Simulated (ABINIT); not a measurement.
# CoO (Fm-3m) in ABINIT: further runs

The runs below take CoO through relaxation of cell and atoms, single point, with PBE.

Everything below comes from runs of ABINIT 10.8.3 (patched build). Logs are shortened: lines on timing, memory, paths and dates and some standing lists are left out, and cuts for length are marked. The log counts tension as positive stress, the text compression.

### 1 Starting point

Symmetry: Fm-3m, No. 225, cubic system. Conventional cell: a = 4.263 Å, b = 4.263 Å, c = 4.263 Å, α = 90.00°, β = 90.00°, γ = 90.00°. Co (site symmetry m-3m) has 6 O at 2.13 Å as nearest neighbours. Around O (site symmetry m-3m) lie 6 Co at 2.13 Å.

### 2 Relaxation of cell and atoms, PBE, collinear spin, ferromagnetic start

The input, run.abi:

```
# Pseudopotentials
pp_dirpath "./"
pseudos "Co.upf, O.upf"

# Structure
acell 5.6963832646 5.6963832646 5.6963832646
rprim
     0.0000000000     0.7071067812     0.7071067812
     0.7071067812     0.0000000000     0.7071067812
     0.7071067812     0.7071067812     0.0000000000
ntypat 2
znucl 27 8
natom 2
typat 1 2
chkprim 0
chksymtnons 0
tolsym 1.0e-6
xred
            0.0            0.0            0.0
            1/2            1/2            1/2

# Plane-wave basis
ecut 48.0
ecutsm 0.5

# k points
kptopt 1
ngkpt 8 8 8
nshiftk 1
shiftk 0.0 0.0 0.0

# Exchange and correlation
ixc 11

# Bands and occupations
nband 16
occopt 3
tsmear 0.00183747

# Spin
nsppol 2
spinat
     0.0000000000     0.0000000000     2.0000000000
     0.0000000000     0.0000000000     0.0000000000

# SCF cycle
nstep 80
tolvrs 1.0e-12

# Output
iomode 3
prteig 0
prtebands 0
prtwf 0
prtden 0

# Relaxation
ionmov 2
optcell 2
ntime 50
tolmxf 2.0e-5
dilatmx 1.08
```

Potentials or basis: PseudoDojo NC SR PBE v0.4.1 standard.

Run with:

```
> mpirun --bind-to none -np 4 abinit run.abi > log 2>&1
```

run.abo:

```text
.Version 10.8.3 of ABINIT
 Symmetries : space group Fm -3 m (#225); Bravais cF (face-center cubic)
================================================================================
 Values of the parameters that define the memory need of the present run
     intxc =       0    ionmov =       2      iscf =       7    lmnmax =       6
     lnmax =       6     mgfft =      40  mpssoang =       3    mqgrid =    3001
     natom =       2  nloc_mem =       1    nspden =       2   nspinor =       1
    nsppol =       2      nsym =      48    n1xccc =    2501    ntypat =       2
    occopt =       3   xclevel =       2
       mpw =        2655          nfft =       64000          nkpt =          29
================================================================================
================================================================================

--------------------------------------------------------------------------------
------------- Echo of variables that govern the present computation ------------
--------------------------------------------------------------------------------
 -outvars: echo values of preprocessed input variables --------
            acell      5.6963832646E+00  5.6963832646E+00  5.6963832646E+00 Bohr
              amu      5.89332000E+01  1.59994000E+01
          chkprim           0
      chksymtnons           0
          dilatmx      1.08000000E+00
             ecut      4.80000000E+01 Hartree
           ecutsm      5.00000000E-01 Hartree
           ionmov           2
              ixc          11
         kptrlatt        8    0    0      0    8    0      0    0    8
          kptrlen      4.55710661E+01
            natom           2
            nband          16
            ngfft          40      40      40
             nkpt          29
           nspden           2
           nsppol           2
            nstep          80
             nsym          48
            ntime          50
           ntypat           2
           occopt           3
          optcell           2
           prtden           0
        prtebands           0
           prteig           0
            prtwf           0
            rprim      0.0000000000E+00  7.0710678120E-01  7.0710678120E-01
                       7.0710678120E-01  0.0000000000E+00  7.0710678120E-01
                       7.0710678120E-01  7.0710678120E-01  0.0000000000E+00
          spgroup         225
           spinat      0.0000000000E+00  0.0000000000E+00  2.0000000000E+00
                       0.0000000000E+00  0.0000000000E+00  0.0000000000E+00
           tolmxf      2.00000000E-05
           tolsym      1.00000000E-06
           tolvrs      1.00000000E-12
           tsmear      1.83747000E-03 Hartree
            typat      1  2
           xangst      0.0000000000E+00  0.0000000000E+00  0.0000000000E+00
                       2.1314999986E+00  2.1314999986E+00  2.1314999986E+00
            xcart      0.0000000000E+00  0.0000000000E+00  0.0000000000E+00
                       4.0279512347E+00  4.0279512347E+00  4.0279512347E+00
             xred      0.0000000000E+00  0.0000000000E+00  0.0000000000E+00
                       5.0000000000E-01  5.0000000000E-01  5.0000000000E-01
            znucl       27.00000    8.00000

================================================================================

 chkinp: Checking input parameters for consistency.

================================================================================
== DATASET  1 ==================================================================

--- !DatasetInfo
iteration_state: {dtset: 1, }
dimensions: {natom: 2, nkpt: 29, mband: 16, nsppol: 2, nspinor: 1, nspden: 2, mpw: 2655, }
cutoff_energies: {ecut:  48.0, pawecutdg:  -1.0, }
electrons: {nelect:   2.30000000E+01, charge:   0.00000000E+00, occopt:   3.00000000E+00, tsmear:   1.83747000E-03, }
meta: {optdriver: 0, ionmov: 2, optcell: 2, iscf: 7, paral_kgb: 0, }
...

 Exchange-correlation functional for the present dataset will be:
  GGA: Perdew-Burke-Ernzerhof functional - ixc=11
  J.P.Perdew, K.Burke, M.Ernzerhof, PRL 77, 3865 (1996)

 Real(R)+Recip(G) space primitive vectors, cartesian coordinates (Bohr,Bohr^-1):
 R(1)=  0.0000000  4.0279512  4.0279512  G(1)= -0.1241326  0.1241326  0.1241326
 R(2)=  4.0279512  0.0000000  4.0279512  G(2)=  0.1241326 -0.1241326  0.1241326
 R(3)=  4.0279512  4.0279512  0.0000000  G(3)=  0.1241326  0.1241326 -0.1241326
 Unit cell volume ucvol=  1.3070211E+02 bohr^3
 Angles (23,13,12)=  6.00000000E+01  6.00000000E+01  6.00000000E+01 degrees

 getcut: wavevector=  0.0000  0.0000  0.0000  ngfft=  40  40  40
         ecut(hartree)=     55.987   => boxcut(ratio)=   2.08474

--- Pseudopotential description ------------------------------------------------
[... 217 lines left out ...]
 Unitary Cell Volume (ucvol) [Bohr^3]=  1.29911916282793E+02
 Angles (23,13,12)= [degrees]
  6.00000000000000E+01  6.00000000000000E+01  6.00000000000000E+01
 Lengths [Bohr]
  5.68488035554551E+00  5.68488035554551E+00  5.68488035554551E+00
 Stress tensor in cartesian coordinates (strten) [Ha/bohr^3]
  3.09980549277541E-05  0.00000000000000E+00  0.00000000000000E+00
  0.00000000000000E+00  3.09980549277472E-05  0.00000000000000E+00
  0.00000000000000E+00  0.00000000000000E+00  3.09980549277403E-05
 Total energy (etotal) [Ha]= -1.69533547446068E+02

 Difference of energy with previous step (new-old):
           Absolute (Ha)=-3.88797E-05
           Relative     =-2.29334E-07

--- Iteration: ( 3/50) Internal Cycle: (1/1)
--------------------------------------------------------------------------------

---SELF-CONSISTENT-FIELD CONVERGENCE--------------------------------------------
[... 85 lines left out ...]
 Real space primitive translations (rprimd) [bohr]
  0.00000000000000E+00  4.01295160042279E+00  4.01295160042279E+00
  4.01295160042280E+00  0.00000000000000E+00  4.01295160042280E+00
  4.01295160042280E+00  4.01295160042280E+00  0.00000000000000E+00
 Unitary Cell Volume (ucvol) [Bohr^3]=  1.29247383840578E+02
 Angles (23,13,12)= [degrees]
  6.00000000000000E+01  6.00000000000000E+01  6.00000000000000E+01
 Lengths [Bohr]
  5.67517057846473E+00  5.67517057846473E+00  5.67517057846474E+00
 Stress tensor in cartesian coordinates (strten) [Ha/bohr^3]
  7.73860413944005E-08  0.00000000000000E+00  0.00000000000000E+00
  0.00000000000000E+00  7.73860414429728E-08  0.00000000000000E+00
  0.00000000000000E+00  0.00000000000000E+00  7.73860414637895E-08
 Total energy (etotal) [Ha]= -1.69533557857387E+02

 Difference of energy with previous step (new-old):
           Absolute (Ha)=-1.04113E-05
           Relative     =-6.14116E-08

 At Broyd/MD step   3, gradients are converged :
  max grad (force/stress) = 7.7386E-06 < tolmxf= 2.0000E-05 ha/bohr (free atoms)

================================================================================

 ----iterations are completed or convergence reached----

 Mean square residual over all n,k,spin=   12.167E-17; max=  11.190E-14
 reduced coordinates (array xred) for    2 atoms
       0.000000000000     -0.000000000000      0.000000000000
       0.500000000000      0.500000000000      0.500000000000
 rms dE/dt=  8.5880E-31; max dE/dt=  0.0000E+00; dE/dt below (all hartree)
    1      -0.000000000000      0.000000000000      0.000000000000
    2       0.000000000000      0.000000000000      0.000000000000

 cartesian coordinates (angstrom) at end:
    1     -0.00000000000000     0.00000000000000    -0.00000000000000
    2      2.12356253395982     2.12356253395981     2.12356253395981

 cartesian forces (hartree/bohr) at end:
    1     -0.00000000000000     0.00000000000000     0.00000000000000
    2      0.00000000000000    -0.00000000000000    -0.00000000000000
 frms,max,avg= 1.3105248E-31 1.3105248E-31   0.000E+00  0.000E+00  0.000E+00 h/b

 cartesian forces (eV/Angstrom) at end:
    1     -0.00000000000000     0.00000000000000     0.00000000000000
    2      0.00000000000000    -0.00000000000000    -0.00000000000000
 frms,max,avg= 6.7389896E-30 6.7389896E-30   0.000E+00  0.000E+00  0.000E+00 e/A
 length scales=  5.675170578465  5.675170578465  5.675170578465 bohr
              =  3.003170936073  3.003170936073  3.003170936073 angstroms
 Fermi (or HOMO) energy (hartree) =   0.33461   Average Vxc (hartree)=  -0.47463
 Magnetization (Bohr magneton)=  2.97168147E+00
 Total spin up =  1.29858407E+01   Total spin down =  1.00141593E+01
 Eigenvalues (hartree) for nkpt=  29  k points, SPIN UP:
 kpt#   1, nband= 16, wtk=  0.00195, kpt=  0.0000  0.0000  0.0000 (reduced coord)
  -3.22240   -1.87542   -1.87542   -1.87542   -0.41176    0.20748    0.20748    0.21506
   0.21506    0.21506    0.21614    0.21614    0.21614    0.37103    0.95175    0.99867
      occupation numbers for kpt#   1
   1.00000    1.00000    1.00000    1.00000    1.00000    1.00000    1.00000    1.00000
   1.00000    1.00000    1.00000    1.00000    1.00000    0.00000    0.00000    0.00000
 prteigrs : prtvol=0 or 1, do not print more k-points.

 Eigenvalues (hartree) for nkpt=  29  k points, SPIN DOWN:
 kpt#   1, nband= 16, wtk=  0.00195, kpt=  0.0000  0.0000  0.0000 (reduced coord)
  -3.12548   -1.77259   -1.77259   -1.77259   -0.39210    0.23786    0.23786    0.23786
   0.29381    0.29381    0.29381    0.33587    0.33587    0.38952    0.94690    1.01704
      occupation numbers for kpt#   1
   1.00000    1.00000    1.00000    1.00000    1.00000    1.00000    1.00000    1.00000
   1.00000    1.00000    1.00000    0.33471    0.33471    0.00000    0.00000    0.00000
 prteigrs : prtvol=0 or 1, do not print more k-points.

--- !EnergyTerms
iteration_state     : {dtset: 1, itime: 3, icycle: 1, }
comment             : Components of total free energy in Hartree
kinetic             :  7.93273714494994E+01
hartree             :  4.54425464881828E+01
xc                  : -3.22406122171476E+01
Ewald energy        : -1.06678690219903E+02
psp_core            :  4.43844421128519E+00
local_psp           : -1.38100770291204E+02
non_local_psp       : -2.17206296848701E+01
internal            : -1.69532340264157E+02
'-kT*entropy'       : -1.21759323033868E-03
total_energy        : -1.69533557857387E+02
total_energy_eV     : -4.61324312451272E+03
band_energy         : -1.53344972531946E+01
...

 Cartesian components of stress tensor (hartree/bohr^3)
  sigma(1 1)=  7.73860414E-08  sigma(3 2)=  0.00000000E+00
  sigma(2 2)=  7.73860414E-08  sigma(3 1)=  0.00000000E+00
  sigma(3 3)=  7.73860415E-08  sigma(2 1)=  0.00000000E+00

-Cartesian components of stress tensor (GPa)         [Pressure= -2.2768E-03 GPa]
- sigma(1 1)=  2.27677594E-03  sigma(3 2)=  0.00000000E+00
- sigma(2 2)=  2.27677594E-03  sigma(3 1)=  0.00000000E+00
- sigma(3 3)=  2.27677595E-03  sigma(2 1)=  0.00000000E+00

== END DATASET(S) ==============================================================
================================================================================

 -outvars: echo values of variables after computation  --------
            acell      5.6751705785E+00  5.6751705785E+00  5.6751705785E+00 Bohr
           etotal     -1.6953355786E+02
            fcart     -1.3105248269E-31  1.3105248269E-31  1.3105248269E-31
                       1.3105248269E-31 -1.3105248269E-31 -1.3105248269E-31
            rprim      0.0000000000E+00  7.0710678119E-01  7.0710678119E-01
                       7.0710678119E-01  0.0000000000E+00  7.0710678119E-01
                       7.0710678119E-01  7.0710678119E-01  0.0000000000E+00
           strten      7.7386041394E-08  7.7386041443E-08  7.7386041464E-08
                       0.0000000000E+00  0.0000000000E+00  0.0000000000E+00
           xangst     -1.2693862774E-31  1.2693862774E-31 -1.2693862774E-31
                       2.1235625340E+00  2.1235625340E+00  2.1235625340E+00
             xred      2.9888130373E-32 -8.9664391119E-32  2.9888130373E-32
                       5.0000000000E-01  5.0000000000E-01  5.0000000000E-01
 Calculation completed.
```

Run time: 2.2 min. Hardware: 4 MPI ranks of Intel Xeon Platinum 8488C (Sapphire Rapids), shared host; peak memory 0.4 GiB.

Results:

```yaml
Free_energy: -4613.2431 eV
Relaxed_volume: 9.58 Å³/atom
Relaxed_cell: a = 3.003 Å, b = 3.003 Å, c = 3.003 Å, α = 60.00°, β = 60.00°, γ = 60.00°
Space_group_after_relaxing_to_0.05_Å: Fm-3m (No. 225)
Energy_gained_by_relaxing: 0.7 meV/atom
Ionic_steps: 3
Pressure_after_relaxing: 0.0 GPa
Band_gap_on_the_k_mesh: none (metal or under the smearing width)
Net_moment: 2.97 μB per cell
Site_moments: Co +2.58; O +0.35 μB
```

Step by step:
| step | energy change (eV) | largest force (eV/Å) | pressure (GPa) | volume (Å³) |
| --- | --- | --- | --- | --- |
| 1 | 0.0000 | 0.0000 | -1.98 | 19.37 |
| 2 | -0.0011 | 0.0000 | -0.91 | 19.25 |
| 3 | -0.0013 | 0.0000 | 0.00 | 19.15 |

Final structure:
```cif
data_structure
_symmetry_space_group_name_H-M 'P 1'
_symmetry_Int_Tables_number 1
_cell_length_a 3.0032
_cell_length_b 3.0032
_cell_length_c 3.0032
_cell_angle_alpha 60.000
_cell_angle_beta 60.000
_cell_angle_gamma 60.000
_cell_volume 19.15
loop_
_atom_site_label
_atom_site_type_symbol
_atom_site_fract_x
_atom_site_fract_y
_atom_site_fract_z
_atom_site_occupancy
Co1 Co 0.00000 0.00000 0.00000 1
O1 O 0.50000 0.50000 0.50000 1
```

Caveat: a cell with one magnetic atom can't hold antiferromagnetic order, which such compounds often take; semilocal functionals often make such compounds metallic where correlation or magnetic order opens a gap, which also shifts bond lengths.

### 3 Single point, PBE, collinear spin, ferromagnetic start (cell relaxed)

The input, run.abi:

```
# Pseudopotentials
pp_dirpath "./"
pseudos "Co.upf, O.upf"

# Structure
acell 3*1.0
rprim
     0.0000000000     4.0129516091     4.0129516091
     4.0129516091     0.0000000000     4.0129516091
     4.0129516091     4.0129516091     0.0000000000
ntypat 2
znucl 27 8
natom 2
typat 1 2
xred
     0.0000000000     0.0000000000     0.0000000000
     0.5000000000     0.5000000000     0.5000000000
chkprim 0
chksymtnons 0
tolsym 1.0e-6

# Plane-wave basis
ecut 48.0

# k points
kptopt 1
ngkpt 8 8 8
nshiftk 1
shiftk 0.0 0.0 0.0

# Exchange and correlation
ixc 11

# Bands and occupations
nband 16
occopt 3
tsmear 0.00183747

# Spin
nsppol 2
spinat
     0.0000000000     0.0000000000     2.0000000000
     0.0000000000     0.0000000000     0.0000000000

# SCF cycle
nstep 100
tolvrs 1.0e-10

# Output
iomode 3
prtwf 0
prtden 0
prteig 0
prtebands 0
```

Potentials or basis: PseudoDojo NC SR PBE v0.4.1 standard.

Run with:

```
> mpirun --bind-to none -np 4 abinit run.abi > log 2>&1
```

It took 28 s on 4 MPI ranks of Intel Xeon Platinum 8488C (Sapphire Rapids), shared host; peak memory 0.32 GiB.

The run converged. Its results:

| Property | Result |
| --- | --- |
| Free energy | -4613.2432 eV |
| Pressure | -0.1 GPa |
| Band gap on the k mesh | none (metal or under the smearing width) |
| Net moment | 2.97 μB per cell |
| Site moments | Co +2.58; O +0.35 μB |
| Valence electrons inside the program's atomic spheres | Co 15.02; O 6.21 |

Levels at points of the mesh, in eV from the Fermi level:
Spin up:
```tsv
k point	band 10	band 11	band 12	band 13	band 14	band 15	band 16
(0.00, 0.00, 0.00)	-3.25	-3.22	-3.22	-3.22	0.99	16.79	18.07
(0.50, 0.00, 0.00)	-2.50	-1.93	-0.02	-0.02	5.03	9.33	13.45
(0.50, 0.50, 0.00)	-3.11	-2.59	-2.21	-2.21	5.89	9.78	11.62
```
Spin down:
```tsv
k point	band 6	band 7	band 8	band 9	band 10	band 11	band 12	band 13	band 14	band 15
(0.00, 0.00, 0.00)	-2.63	-2.63	-2.63	-1.11	-1.11	-1.11	0.03	0.03	1.49	16.66
(0.50, 0.00, 0.00)	-7.71	-4.71	-4.71	-0.11	-0.11	0.19	2.70	2.70	5.27	10.12
(0.50, 0.50, 0.00)	-6.51	-3.90	-3.90	-2.26	0.15	0.15	0.51	0.99	6.64	10.26
```

Caveat: a cell with one magnetic atom can't hold antiferromagnetic order, which such compounds often take; semilocal functionals often make such compounds metallic where correlation or magnetic order opens a gap, which also shifts bond lengths.
